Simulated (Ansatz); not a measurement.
# Gap against strain: (10,0) SiC nanotube

**Method.** Ansatz 0.2.0, plane waves with PAW datasets, PBE, Fermi-Dirac smearing of 0.05 eV, no spin-orbit coupling. The period is scaled from its relaxed value of 5.353 Å and the atoms relax, within the symmetry of the start, at each strain ε (in %); gaps, in eV, are read on a band path.

| period (Å) | energy (eV a cell) | place of the conduction minimum (Γ = 0, Z = 1) | ε | gap |
| --- | --- | --- | --- | --- |
| 5.139 | +1.302 | 0.00 | −4 | 1.778 |
| 5.246 | +0.321 | 0.00 | −2 | 1.767 |
| 5.353 | 0.000 | 0.00 | 0 | 1.736 |
| 5.460 | +0.325 | 0.00 | 2 | 1.679 |
| 5.567 | +1.271 | 0.00 | 4 | 1.57 |

One run is withheld: period (Å) = 5.674, with ε = 6. Fit a straight line gap = a + b × ε to the 5 rows shown and predict it.

**Fit.** The means are 0 for ε and 1.706 for gap. The sum of products of deviations is −1.009 and the sum of squares in ε is 40, so b = −1.009 / 40 = −0.02521 and a = 1.706 − (−0.02521) × 0 = 1.706. The residuals' standard deviation, with 3 degrees of freedom, is σ = 0.035.

**Prediction.** gap = 1.706 + (−0.02521) × 6 = 1.555. The run gave 1.46, so the prediction less the run is +0.095. The standard error of a prediction there, σ√(1 + 1/5 + (6 − 0)²/40), is 0.051, and the miss is 1.9 times that, for a point outside the fitted range. With so few rows σ is itself uncertain.

The gap narrows at every step from compression to tension.

**Limits.** Kohn-Sham gaps of a wire among periodic images, which in a check on one flat ribbon (7 Å apart) lowered the gap by 0.2 eV and flattened the slope; the slope b × 100 is a mean deformation potential of the gap, in eV per unit strain. Between neighbouring runs it lies between −5.5 and −0.5 eV, so a bend, a kink or scatter between runs makes one line a rough account. The unstrained row comes from a denser mesh than the others, which shifts its energy a little. Series of this kind are told only where this holds: a gap at every strain (compound wires with polar facets were set aside first). 88 of 101 did.
